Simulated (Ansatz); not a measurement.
# Band table of Br (begun as A7 type, now sc)

```xyz
2
Lattice="1.6140 -0.9319 2.6403 0.0000 1.8637 2.6403 -1.6140 -0.9319 2.6403" Properties=species:S:1:pos:R:3 pbc="T T T"
Br    0.0000    0.0000    1.9802
Br    0.0000    0.0000   -1.9802
```

The cell comes from a relaxation on PAW files under the same functional, begun from a prototype that needn't be the stable phase.

Level of theory: DFT with PBE, scalar-relativistic, in Ansatz 0.2.0; a Γ-centred 12×12×12 k mesh, Fermi–Dirac smearing of 0.05 eV, no spin polarisation. LAPW: all electrons, basis error target 1 meV/atom.

This run: volume at 0.4 of the series' base cell.

The structure type is held throughout; the real material can change phase at far lower pressure.

Path points, in fractions of the reciprocal vectors: Γ (0.000, 0.000, 0.000), T (1.000, 1.000, 1.000), H2 (1.001, 1.000, 0.999), H0 (0.999, 0.001, 0.000), L (0.500, 0.500, 0.000), S0 (0.499, 0.000, -0.499), S2 (1.000, 0.501, 0.499), F (1.000, 0.500, 0.500). The distance column jumps between branches of the path. Levels in eV from the Fermi level; bands 19 to 28, counted from the lowest band of the run. The gap is zero, the pressure 215.8 GPa.

```
# k(1/Å) point b19 b20 b21 b22 b23 b24 b25 b26 b27 b28
0.000 Γ -26.59 -11.22 -8.88 -8.84 -8.84 -0.27 -0.27 -0.25 1.88 1.92
0.595 - -25.37 -16.31 -8.63 -8.63 -6.27 -3.94 -3.94 -2.39 3.24 4.32
1.190 - -21.79 -21.79 -7.24 -7.24 -7.24 -7.24 -4.85 -4.85 9.32 9.32
1.785 - -25.37 -16.31 -8.63 -8.63 -6.27 -3.94 -3.94 -2.39 3.24 4.32
2.380 T -26.59 -11.22 -8.88 -8.84 -8.84 -0.27 -0.27 -0.25 1.88 1.92
2.381 - -26.59 -11.22 -8.88 -8.84 -8.84 -0.27 -0.27 -0.25 1.88 1.92
2.382 - -26.59 -11.22 -8.88 -8.84 -8.84 -0.27 -0.27 -0.25 1.88 1.92
2.383 - -26.59 -11.22 -8.88 -8.84 -8.84 -0.27 -0.27 -0.25 1.88 1.92
2.384 H2 -26.59 -11.22 -8.88 -8.84 -8.84 -0.27 -0.27 -0.25 1.88 1.92
5.129 H0 -26.59 -11.22 -8.88 -8.84 -8.84 -0.27 -0.27 -0.25 1.88 1.92
5.614 - -25.76 -14.90 -10.33 -7.93 -5.93 -4.34 -3.42 0.46 1.81 2.75
6.100 - -23.37 -18.72 -13.06 -8.63 -7.37 -5.21 -2.75 2.43 3.81 5.29
6.585 - -21.15 -19.76 -15.15 -11.33 -10.36 -0.91 0.65 0.81 4.93 8.00
7.071 L -21.98 -17.02 -15.90 -12.24 -12.22 -2.70 3.04 3.05 6.23 8.63
7.415 - -23.21 -16.60 -13.80 -11.88 -11.86 -2.30 2.35 2.36 3.33 7.81
7.759 - -24.99 -15.33 -10.88 -10.86 -9.47 -1.50 -1.13 1.08 1.09 6.43
8.103 - -26.18 -13.27 -9.58 -9.55 -5.98 -4.24 0.09 0.10 0.65 3.46
8.446 Γ -26.59 -11.22 -8.88 -8.84 -8.84 -0.27 -0.27 -0.25 1.88 1.92
8.932 - -25.78 -14.86 -10.30 -7.95 -5.96 -4.30 -3.39 0.45 1.80 2.74
9.419 - -23.39 -18.70 -13.05 -8.61 -7.35 -5.23 -2.77 2.41 3.78 5.26
9.905 - -21.14 -19.79 -15.14 -11.32 -10.35 -0.93 0.69 0.79 4.92 7.97
10.391 S0 -21.98 -17.02 -15.90 -12.24 -12.22 -2.70 3.04 3.05 6.23 8.63
12.333 S2 -21.98 -17.02 -15.90 -12.24 -12.22 -2.70 3.04 3.05 6.23 8.63
12.333 - -21.98 -17.02 -15.90 -12.24 -12.22 -2.70 3.04 3.05 6.23 8.63
12.334 - -21.98 -17.02 -15.90 -12.24 -12.22 -2.70 3.04 3.05 6.23 8.63
12.334 - -21.98 -17.02 -15.90 -12.24 -12.22 -2.70 3.04 3.05 6.23 8.63
12.335 F -21.98 -17.02 -15.90 -12.24 -12.22 -2.70 3.04 3.05 6.23 8.63
```
